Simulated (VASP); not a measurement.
# BaTiO3 (Barioperovskite) (Amm2) in VASP: a series of runs

Runs on BaTiO3 (Barioperovskite). Level: PBEsol. Tasks: relaxation of cell and atoms, relaxation of shape and atoms at fixed volume.

All numbers are computed with VASP 6.6.1; they aren't measurements. Logs are shortened: lines on timing, memory, paths and dates and some standing lists are left out, and cuts for length are marked.

## (1) The crystal as given

It takes space group Amm2 (No. 38, orthorhombic). Conventional cell: a = 3.986 Å, b = 5.674 Å, c = 5.690 Å, α = 90.00°, β = 90.00°, γ = 90.00°. Ba (site symmetry mm2) is surrounded by 12 O at 2.77 to 2.92 Å. Ti (site symmetry mm2) is surrounded by 6 O at 1.93 to 2.09 Å. O (site symmetry mm2) is surrounded by 2 Ti at 2.00 Å. Around O (site symmetry m) lie 2 Ti at 1.93 to 2.09 Å.

## (2) Relaxation of cell and atoms, PBEsol

The input, INCAR:

```
  PREC = Accurate
  ENCUT = 600
  EDIFF = 1E-6
  ISMEAR = 1
  SIGMA = 0.1
  LREAL = False
  LASPH = True
  NELM = 80
  ALGO = Normal
  ISIF = 3
  LWAVE = False
  LCHARG = False
  GGA = PS
  IBRION = 2
  NSW = 90
  EDIFFG = -0.01
  KPAR = 2
```

The input, KPOINTS:

```
regular mesh
0
Gamma
  10 10 10
```

The input, POSCAR:

```
BaTiO3
1.0
    3.9855000000      0.0000000000      0.0000000000
    0.0000000000      2.8369000000      2.8451500000
    0.0000000000     -2.8369000000      2.8451500000
Ba Ti O
1 1 3
Direct
    0.0000000000      0.0000000000      0.0000000000
    0.5000000000      0.5124000000      0.5124000000
    0.0000000000      0.4874000000      0.4874000000
    0.5000000000      0.5052400000      0.9918400000
    0.5000000000      0.9918400000      0.5052400000
```

Potentials or basis: VASP PAW PBE potentials, release 64 (Ba_sv, Ti_sv, O).

Command:

```sh
$ cat potpaw_PBE.64/Ba_sv/POTCAR potpaw_PBE.64/Ti_sv/POTCAR potpaw_PBE.64/O/POTCAR > POTCAR
$ mpirun -np 2 vasp_std > vasp.out
```

OUTCAR:

```text
PREC = Accurate
   ENCUT = 600
   EDIFF = 1E-6
   ISMEAR = 1
   LREAL = False
   LASPH = True
   NELM = 80
   ISIF = 3
   GGA = PS
   IBRION = 2
   NSW = 90
   EDIFFG = -0.01

 ion  position               nearest neighbor table
   1  0.000  0.000  0.000-   3 2.77   4 2.81   5 2.81   4 2.81   5 2.81   3 2.84   3 2.84   4 2.84
                             5 2.84   5 2.84   4 2.84   3 2.92   2 3.42   2 3.42   2 3.47   2 3.47
   2  0.500  0.512  0.512-   4 1.93   5 1.93   3 2.00   3 2.00   5 2.09   4 2.09   1 3.42   1 3.42
                             1 3.47   1 3.47   1 3.47   1 3.47   1 3.53   1 3.53
   3  0.000  0.487  0.487-   2 2.00   2 2.00   1 2.77   1 2.84   1 2.84   1 2.92
   4  0.500  0.505  0.992-   2 1.93   2 2.09   1 2.81   1 2.81   1 2.84   1 2.84
   5  0.500  0.992  0.505-   2 1.93   2 2.09   1 2.81   1 2.81   1 2.84   1 2.84

  LATTYP: Found a base centered orthorhombic cell.
 ALAT       =     5.6738000000
 B/A-ratio  =     1.0029081039
 C/A-ratio  =     0.7024392823

  Lattice vectors:

 A1 = (   0.0000000000,   2.8369000000,  -2.8451500000)
 A2 = (   0.0000000000,   2.8369000000,   2.8451500000)
 A3 = (   3.9855000000,   0.0000000000,   0.0000000000)

Analysis of symmetry for initial positions (statically):
=====================================================================
 Subroutine PRICEL returns:
 Original cell was already a primitive cell.

 Routine SETGRP: Setting up the symmetry group for a
 base centered orthorhombic supercell.

 Subroutine GETGRP returns: Found  4 space group operations
 (whereof  4 operations were pure point group operations)
 out of a pool of  8 trial point group operations.

The static configuration has the point symmetry C_2v.

Analysis of symmetry for dynamics (positions and initial velocities):
=====================================================================
 Subroutine PRICEL returns:
 Original cell was already a primitive cell.

 Routine SETGRP: Setting up the symmetry group for a
 base centered orthorhombic supercell.

 Subroutine GETGRP returns: Found  4 space group operations
 (whereof  4 operations were pure point group operations)
 out of a pool of  8 trial point group operations.

The dynamic configuration has the point symmetry C_2v.

 Subroutine INISYM returns: Found  4 space group operations
 (whereof  4 operations are pure point group operations),
 and found     1 'primitive' translations

----------------------------------------------------------------------------------------

                                     Primitive cell

[... 123 lines left out ...]
   AEXX    =    0.0000 exact exchange contribution
   IVDW    =     0    specifies the selected vdW correction
   LEPSILON=     F    determine dielectric tensor
   LRPA    =     F    only Hartree local field effects (RPA)
 conjugate gradient relaxation of ions
 non-spin polarized calculation
 Methfessel and Paxton  Order N= 1 SIGMA  =   0.10
  energy-cutoff  :      600.00
  volume of cell :       64.34
 maximum number of plane-waves:      2194
 NGX is ok and might be reduce to    32
   NGX = 15   NGY = 17   NGZ = 17

--------------------------------------- Ionic step        1  -------------------------------------------

 number of electron      39.9999992 magnetization

 Free energy of the ion-electron system (eV)
  ---------------------------------------------------
  ext. energy  EPLUGINS =         0.00000000
  ---------------------------------------------------
  free energy    TOTEN  =       -41.98239176 eV

  energy without entropy =      -41.98370071  energy(sigma->0) =      -41.98282808

------------------------ aborting loop because EDIFF is reached ----------------------------------------

  FORCE on cell =-STRESS in cart. coord.  units (eV):
  Direction    XX          YY          ZZ          XY          YZ          ZX
  --------------------------------------------------------------------------------------
  -------------------------------------------------------------------------------------
  Total       -0.8664376     -0.8057202     -1.0586868      0.0000000      0.0000000      0.0000000
  in kB      -21.5767420    -20.0647068    -26.3642898      0.0000000      0.0000000      0.0000000
  external PRESSURE =     -22.6685795 kB  Pullay stress =       0.0000000 kB
[... 98 lines left out ...]
  FREE ENERGIE OF THE ION-ELECTRON SYSTEM (eV)
  ---------------------------------------------------
  free  energy   TOTEN  =       -41.9942365596 eV

  energy  without entropy=      -41.9954788480  energy(sigma->0) =      -41.99465066

[... ionic steps 4 to 14 ...]

--------------------------------------- Ionic step       15  -------------------------------------------

 number of electron      39.9999992 magnetization

------------------------ aborting loop because EDIFF is reached ----------------------------------------
[... 73 lines left out ...]
--------------------------------------- Ionic step       17  -------------------------------------------

 number of electron      39.9999992 magnetization

 Free energy of the ion-electron system (eV)
  ---------------------------------------------------
  ext. energy  EPLUGINS =         0.00000000
  ---------------------------------------------------
  free energy    TOTEN  =       -42.01306213 eV

  energy without entropy =      -42.01407603  energy(sigma->0) =      -42.01340009

 E-fermi :   3.6828     XC(G=0): -11.4971

 val. band max:        3.6781048333   @ k =   0.5000   0.5000   0.5000
 cond. band min:       5.7784919350   @ k =   0.0000   0.0000   0.0000
 fundamental gap:      2.1003871018
 Fermi energy:         3.6828181962

 k-point     1 :       0.0000    0.0000    0.0000
  band No.  band energies     occupation
      1     -52.4476      2.00000
      2     -28.8282      2.00000
      3     -28.8238      2.00000
      4     -28.7763      2.00000
      5     -21.1154      2.00000
      6     -13.1271      2.00000
[... 637 lines left out ...]
     23       7.6165      0.00000
     24       8.5799      0.00000

 [... further k-points ...]

------------------------ aborting loop because EDIFF is reached ----------------------------------------

  FORCE on cell =-STRESS in cart. coord.  units (eV):
  Direction    XX          YY          ZZ          XY          YZ          ZX
  --------------------------------------------------------------------------------------
  -------------------------------------------------------------------------------------
  Total       -0.0061473      0.0012733     -0.0129655      0.0000000      0.0000000      0.0000000
  in kB       -0.1534522      0.0317846     -0.3236501      0.0000000      0.0000000      0.0000000
  external PRESSURE =      -0.1484392 kB  Pullay stress =       0.0000000 kB
[... 20 lines left out ...]
  FREE ENERGIE OF THE ION-ELECTRON SYSTEM (eV)
  ---------------------------------------------------
  free  energy   TOTEN  =       -42.0130621260 eV

  energy  without entropy=      -42.0140760301  energy(sigma->0) =      -42.01340009

 reached required accuracy - stopping structural energy minimisation
```

Wall time 11 min (2 MPI ranks of AMD EPYC 9R45 (Zen 5), shared host); peak memory 0.45 GiB.

Results:

```
Free energy                            : -42.0131 eV
Relaxed volume                         : 12.84 Å³/atom
Relaxed cell                           : a = 3.960 Å, b = 4.026 Å, c = 4.026 Å, α = 89.76°, β = 90.00°, γ = 90.00°
Space group after relaxing (to 0.05 Å) : Amm2 (No. 38)
Energy gained by relaxing              : 6.1 meV/atom
Ionic steps                            : 17
Pressure after relaxing                : 0.0 GPa
Largest force after relaxing           : 0.006 eV/Å
Band gap on the k mesh                 : 2.10 eV, indirect (least direct gap 2.48 eV)
```

Forces in eV/Å, atoms in the order of the input:
```
Ba   0.000  0.000 -0.002
Ti   0.000  0.000 -0.003
O    0.000  0.000 -0.003
O    0.000 -0.004  0.004
O    0.000  0.004  0.004
```

The path:
```csv
step,energy change (eV),largest force (eV/Å),pressure (GPa),volume (Å³)
1,0.0000,0.2795,-2.27,64.34
2,-0.0076,0.1888,2.76,62.66
3,-0.0118,0.2061,0.82,63.27
4,-0.0196,0.1547,0.67,63.43
5,-0.0275,0.0865,0.38,63.83
6,-0.0276,0.0750,0.36,63.79
7,-0.0292,0.0986,-0.58,64.20
8,-0.0293,0.0946,-0.44,64.13
9,-0.0298,0.0373,0.42,63.91
10,-0.0300,0.0428,0.14,63.99
11,-0.0304,0.0236,0.09,64.06
12,-0.0305,0.0408,0.00,64.16
13,-0.0305,0.0261,-0.02,64.13
14,-0.0307,0.0167,0.05,64.15
15,-0.0307,0.0114,0.07,64.16
16,-0.0306,0.0201,-0.21,64.25
17,-0.0307,0.0057,-0.01,64.18
```

Final structure:
```
Ba Ti O
1.0
     3.96003    0.00000    0.00000
     0.00000    2.84090    2.85259
     0.00000   -2.84090    2.85259
Ba Ti O
1 1 3
Direct
  0.00000 0.00682 0.00682
  0.50000 0.52083 0.52083
  0.00000 0.49152 0.49152
  0.50000 0.49405 0.98366
  0.50000 0.98366 0.49405
```

Caveat: the PAW data sets were made with another functional, which shifts forces and pressure a little; spin-orbit coupling is left out, which moves the levels of the heavy elements. A k mesh can miss the band edges.

## (3) Relaxation of cell and atoms, PBEsol

This run uses another cell than the first one, of 12.84 Å³/atom, 0.998 times its volume.

Changes to INCAR since step 2:

```diff
@@ -2,3 +2,3 @@
   ENCUT = 600
-  EDIFF = 1E-6
+  EDIFF = 1E-7
   ISMEAR = 1
@@ -15,3 +15,3 @@
   NSW = 90
-  EDIFFG = -0.01
+  EDIFFG = -0.005
   KPAR = 2
```

KPOINTS is that of step 2.

The input, POSCAR:

```
BaTiO3                                  
1.0
    3.9600294545      0.0000000000      0.0000000000
    0.0000000000      2.8408956462      2.8525862530
    0.0000000000     -2.8408956462      2.8525862530
  Ba              Ti              O             
     1     1     3
Direct
     0.0000000000000000    0.0068233533263659    0.0068233533263659
     0.5000000000000000    0.5208259148973173    0.5208259148973173
     0.0000000000000000    0.4915201330904216    0.4915201330904216
     0.5000000000000000    0.4940535154539847    0.9836570832319148
     0.5000000000000000    0.9836570832319148    0.4940535154539847
```

Potentials or basis: VASP PAW PBE potentials, release 64 (Ba_sv, Ti_sv, O).

Command:

```sh
$ cat potpaw_PBE.64/Ba_sv/POTCAR potpaw_PBE.64/Ti_sv/POTCAR potpaw_PBE.64/O/POTCAR > POTCAR
$ mpirun -np 2 vasp_std > vasp.out
```

Run time: 1.8 min. Hardware: 2 MPI ranks of AMD EPYC 9R45 (Zen 5), shared host; peak memory 0.44 GiB.

It converged, with:

| Item | Value |
| --- | --- |
| Free energy | -42.0128 eV |
| Energy gained by relaxing | 0.0 meV/atom |
| Ionic steps | 2 |
| Pressure after relaxing | 0.0 GPa |
| Band gap on the k mesh | 2.10 eV, indirect (least direct gap 2.48 eV) |

Forces on the atoms (eV/Å):
```
Ba   0.000  0.000 -0.001
Ti   0.000  0.000 -0.002
O    0.000  0.000 -0.001
O    0.000 -0.001  0.002
O    0.000  0.001  0.002
```

Final structure:
```
CELL_PARAMETERS angstrom
3.95995 0.00000 0.00000
0.00000 2.84103 2.85231
0.00000 -2.84103 2.85231
ATOMIC_POSITIONS crystal
Ba 0.00000 0.00681 0.00681
Ti 0.50000 0.52080 0.52080
O 0.00000 0.49149 0.49149
O 0.50000 0.49405 0.98372
O 0.50000 0.98372 0.49405
```

Levels at points of the mesh, in eV from the valence-band top:
```
           k point  band 17  band 18  band 19  band 20  band 21  band 22  band 23  band 24
(0.00, 0.00, 0.00)    -1.15    -0.48    -0.47    -0.38     2.10     2.29     2.37     4.37
(0.50, 0.00, 0.00)    -1.75    -1.63    -1.14    -1.01     2.49     3.67     3.83     4.35
(0.00, 0.50, 0.00)    -1.91    -1.74    -0.93    -0.78     2.33     3.71     3.74     4.35
(0.50, 0.50, 0.00)    -1.72    -0.94    -0.92    -0.09     3.76     3.78     4.12     4.89
(0.00, 0.50, 0.50)    -1.66    -0.93    -0.87    -0.24     3.72     3.76     4.05     5.15
(0.50, 0.50, 0.50)    -2.40    -0.16    -0.02     0.00     4.29     4.32     4.42     6.44
```

Caveat: the PAW data sets were made with another functional, which shifts forces and pressure a little; spin-orbit coupling is left out, which moves the levels of the heavy elements. A k mesh can miss the band edges.

## (4) Relaxation of shape and atoms at fixed volume, PBEsol (a relaxed cell with its volume scaled by 0.94)

Changes to INCAR since step 3:

```diff
@@ -9,3 +9,3 @@
   ALGO = Normal
-  ISIF = 3
+  ISIF = 4
   LWAVE = False
@@ -14,4 +14,4 @@
   IBRION = 2
-  NSW = 90
-  EDIFFG = -0.005
+  NSW = 40
+  EDIFFG = -0.01
   KPAR = 2
```

KPOINTS is that of step 3.

The input, POSCAR:

```
BaTiO3                                  
1.0
    3.8791132524      0.0000000000      0.0000000000
    0.0000000000      2.7830309732      2.7940861423
    0.0000000000     -2.7830309732      2.7940861423
  Ba              Ti              O             
     1     1     3
Direct
     0.0000000000000000    0.0068107302017602    0.0068107302017602
     0.5000000000000000    0.5208048121548586    0.5208048121548586
     0.0000000000000000    0.4914929918453705    0.4914929918453705
     0.5000000000000000    0.4940483619510929    0.9837231038469222
     0.5000000000000000    0.9837231038469222    0.4940483619510929
```

Command:

```sh
$ cat potpaw_PBE.64/Ba_sv/POTCAR potpaw_PBE.64/Ti_sv/POTCAR potpaw_PBE.64/O/POTCAR > POTCAR
$ mpirun -np 2 vasp_std > vasp.out
```

Wall time 8.3 min (2 MPI ranks of AMD EPYC 9R45 (Zen 5), shared host); peak memory 0.43 GiB.

Results (log left out):

- Free energy: -41.9022 eV
- Energy gained by relaxing: 7.4 meV/atom
- Ionic steps: 13
- Pressure after relaxing: 9.5 GPa
- Largest force after relaxing: 0.006 eV/Å
- Band gap on the k mesh: 1.85 eV, indirect (least direct gap 1.96 eV)

Forces on the atoms (eV/Å):
```
Ba   0.000  0.000 -0.006
Ti   0.000  0.000 -0.005
O    0.000  0.000  0.000
O    0.000 -0.002  0.005
O    0.000  0.002  0.005
```

The path:
```
step  energy change (eV)  largest force (eV/Å)  pressure (GPa)
   1              0.0000                0.6091           12.33
   2             -0.0254                0.1432           10.57
   3             -0.0261                0.1473           10.29
   4             -0.0327                0.1299           10.03
   5             -0.0340                0.1145            9.90
   6             -0.0361                0.0573            9.77
   7             -0.0367                0.0561            9.65
   8             -0.0367                0.0523            9.67
   9             -0.0370                0.0207            9.56
  10             -0.0371                0.0148            9.51
  11             -0.0372                0.0120            9.48
  12             -0.0372                0.0121            9.47
  13             -0.0372                0.0056            9.47
```

Final structure:
```xyz
5
Lattice="3.9194 0.0000 0.0000 0.0000 2.7739 2.7744 0.0000 -2.7739 2.7744" Properties=species:S:1:pos:R:3 pbc="T T T"
Ba    0.0000    0.0000    0.0073
Ti    1.9597    0.0000    2.8083
O     0.0000    0.0000    2.7578
O     1.9597   -1.3828    4.1407
O     1.9597    1.3828    4.1407
```

Levels at points of the mesh, in eV from the valence-band top:
```tsv
k point	band 17	band 18	band 19	band 20	band 21	band 22	band 23	band 24
(0.00, 0.00, 0.00)	-1.21	-0.13	-0.12	-0.10	1.85	1.88	1.90	4.41
(0.50, 0.00, 0.00)	-1.91	-1.88	-0.77	-0.74	2.08	3.82	3.83	4.43
(0.00, 0.50, 0.00)	-1.93	-1.90	-0.74	-0.72	2.06	3.82	3.83	4.42
(0.50, 0.50, 0.00)	-1.70	-0.84	-0.84	-0.10	3.84	3.84	4.27	5.32
(0.00, 0.50, 0.50)	-1.70	-0.83	-0.83	-0.11	3.84	3.84	4.26	5.34
(0.50, 0.50, 0.50)	-2.37	-0.01	0.00	0.00	4.57	4.58	4.59	6.89
```

Caveat: the PAW data sets were made with another functional, which shifts forces and pressure a little; spin-orbit coupling is left out, which moves the levels of the heavy elements. A k mesh can miss the band edges.

[end of part 1 of 2]
